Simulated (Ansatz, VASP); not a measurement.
# Zn in VASP and in Ansatz

INCAR

```
  PREC = Accurate
  ENCUT = 520
  EDIFF = 1E-6
  ISMEAR = -1
  SIGMA = 0.05
  LREAL = False
  LASPH = True
  NELM = 80
  ALGO = Fast
  ISIF = 2
  LWAVE = False
  LCHARG = False
  GGA = PS
  NBANDS = 25
```

KPOINTS

```
regular mesh
0
Gamma
  12 12 4
```

The input POSCAR:

```
Zn
1.0
    2.2375154675     -1.2908025853      0.0000000000
    2.2375154675      1.2908025853      0.0000000000
   -1.5702042224      0.0000000000      7.2017419322
Zn
3
Direct
    0.7780178600      0.7780178600      0.3345049800
    0.2219821400      0.2219821400      0.6654950200
    0.0000000000      0.0000000000      0.0000000000
```

Contents of input.yaml:

```yaml
crystal:
  lattice:
    - [2.2375154675, -1.2908025853, 0.0]
    - [2.2375154675, 1.2908025853, 0.0]
    - [-1.5702042224, 0.0, 7.2017419322]
  atoms:
    - { symbol: Zn, position: [0.77801786, 0.77801786, 0.33450498] }
    - { symbol: Zn, position: [0.22198214, 0.22198214, 0.66549502] }
    - { symbol: Zn, position: [0.0, 0.0, 0.0] }
kpoints:
  mp_grid: { grid: [12, 12, 4] }
scf:
  occupations: { method: fermi_dirac, width: 0.05 }
hamiltonian:
  xc: pbesol
  pseudopotentials: { kind: all_electron, lapw: { basis_error: 0.001 } }
output:
  forces: true
  stress: true
  eigenvalues: true
```

Change from the starting cell: volume scaled by 0.96.

Alike in both runs: task single point; functional PBEsol; k mesh 12 × 12 × 4; occupations fermi-dirac, width 0.05 eV; no spin polarisation.

|  | VASP | Ansatz |
| --- | --- | --- |
| version | VASP 6.6.1 | Ansatz 0.2.0 |
| potentials or method | VASP PAW PBE potentials, release 64 (Zn) | all-electron LAPW, scalar-relativistic |
| plane-wave cutoff (eV) | 520 | see its input |

|  | VASP | Ansatz | Ansatz less VASP |
| --- | --- | --- | --- |
| gap on the k mesh at the Fermi level (eV) | none | none | - |
| pressure (GPa) | 2.8 | 2.5 | -0.26 |
| largest component of the traceless stress (GPa) | 2.87 | 3.05 | +0.183 |
| rms of the force components (eV/Å) | 0.007 | 0.006 | -0.0005 |

Atom by atom the forces differ by 0.001 eV/Å (rms over components). A gap of «none» marks a metal or a gap that the smearing closes. Ansatz ran all-electron here, so the differences hold the error of VASP's frozen core and of both bases.

Caveats: the PAW data sets were made with another functional, which shifts forces and pressure a little (VASP).
